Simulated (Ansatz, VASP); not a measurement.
Given: the input of a run of VASP 6.6.1 on InSe.

INCAR

```
SYSTEM = InSe
PREC = Accurate ; ENCUT = 520
EDIFF = 1E-7 ; ISMEAR = -1
SIGMA = 0.05 ; LREAL = .False.
LASPH = .True. ; NELM = 80
ALGO = Normal ; ISIF = 2
LWAVE = .False. ; LCHARG = .False.
GGA = PE ; NBANDS = 27
```

The input KPOINTS:

```
regular mesh
0
Gamma
  8 8 8
  0 0 0
```

Contents of POSCAR:

```
InSe
1.0
    1.9865767768      1.1469506368      8.3833539979
   -1.9865767768      1.1469506368      8.3833539979
    0.0000000000     -2.2939012737      8.3833539979
In Se
2 2
Direct
    0.8886000000      0.8886000000      0.8886000000
    0.0000000000      0.0000000000      0.0000000000
    0.1719000000      0.1719000000      0.1719000000
    0.3835000000      0.3835000000      0.3835000000
```

Potentials or basis: VASP PAW PBE potentials, release 64 (In_d, Se).

The run is started by

```bash
$ cat potpaw_PBE.64/In_d/POTCAR potpaw_PBE.64/Se/POTCAR > POTCAR
$ mpirun -np 1 vasp_std > vasp.out
```

**Question.** Translate it to Ansatz 0.2.0. Potentials there: Ansatz PAW.

**Answer.** As run (the cutoff follows the program's own potentials):

input.yaml

```yaml
crystal:
  lattice:
    - [1.9865767768, 1.1469506368, 8.3833539979]
    - [-1.9865767768, 1.1469506368, 8.3833539979]
    - [0.0, -2.2939012737, 8.3833539979]
  atoms:
    - { symbol: In, position: [0.8886, 0.8886, 0.8886] }
    - { symbol: In, position: [0.0, 0.0, 0.0] }
    - { symbol: Se, position: [0.1719, 0.1719, 0.1719] }
    - { symbol: Se, position: [0.3835, 0.3835, 0.3835] }
hamiltonian:
  xc: pbe
  pseudopotentials: { kind: paw }
kpoints:
  mp_grid: { grid: [8, 8, 8] }
scf:
  occupations: { method: fermi_dirac, width: 0.05 }
output:
  forces: true
  stress: true
  eigenvalues: true
```

Potentials or basis: Ansatz PAW.

Launch:

```console
$ ansatz run input.yaml --threads 1 --pin off --max-ram 3584MiB --backend cpu --events-out ev --progress --plain --runs-dir out
```

Both were run:

|  | VASP | Ansatz | Ansatz less VASP |
| --- | --- | --- | --- |
| gap on the k mesh at the Fermi level (eV) | 0.48 | 0.50 | +0.013 |
| least direct gap on the mesh (eV) | 0.48 | 0.50 | +0.013 |
| pressure (GPa) | 4.0 | 3.9 | -0.05 |
| largest component of the traceless stress (GPa) | 0.89 | 0.89 | -0.005 |
| rms of the force components (eV/Å) | 0.257 | 0.247 | -0.0095 |

Atom by atom the forces differ by 0.010 eV/Å (rms over components). The two sets of potentials don't hold the same shells in valence.

Caveats: spin-orbit coupling is left out, which moves the levels of the heavy elements. A k mesh can miss the band edges.
